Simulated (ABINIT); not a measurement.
A run of ABINIT 10.8.3 (patched build) is set up as follows.

Contents of run.abi:

```
# Pseudopotentials
pp_dirpath "./"
pseudos "Ta.upf, K.upf, O.upf"

# Structure
acell 7.5367947028 7.5367947028 7.5367947028
rprim
     1.0000000000     0.0000000000     0.0000000000
     0.0000000000     1.0000000000     0.0000000000
     0.0000000000     0.0000000000     1.0000000000
ntypat 3
znucl 73 19 8
natom 5
typat 1 2 3 3 3
chkprim 0
chksymtnons 0
tolsym 1.0e-6
xred
            0.0            0.0            0.0
            1/2            1/2            1/2
            0.0            0.0            1/2
            0.0            1/2            0.0
            1/2            0.0            0.0

# Plane-wave basis
ecut 42.0
ecutsm 0.5

# k points
kptopt 1
ngkpt 5 5 5
nshiftk 1
shiftk 0.0 0.0 0.0

# Exchange and correlation
ixc 7

# Bands and occupations
nband 24
occopt 3
tsmear 0.05 eV

# SCF cycle
nstep 80
tolvrs 1.0e-12

# Output
iomode 3
prteig 0
prtebands 0
prtwf 0
prtden 0

# Relaxation
ionmov 2
optcell 2
ntime 50
tolmxf 2.0e-5
dilatmx 1.08
```

Potentials or basis: PseudoDojo NC SR LDA v0.4.1 standard.

The run is started by

```sh
$ mpirun --bind-to none -np 4 abinit run.abi > log 2>&1
```

(1) Estimate the relaxed cell.

(2) Predict the space group after relaxing (to 0.05 Å).

(3) Predict the band gap on the k mesh.

(4) Predict the relaxed volume.

Answers

(1) a = 3.939 Å, b = 3.939 Å, c = 3.939 Å, α = 90.00°, β = 90.00°, γ = 90.00°.

(2) Pm-3m (No. 221).

(3) 2.28 eV, indirect (least direct gap 2.79 eV).

(4) 12.22 Å³/atom.

Caveat: spin-orbit coupling is left out, which moves the levels of the heavy elements; an odd mesh through Γ misses points on the zone boundary, where band edges often lie.
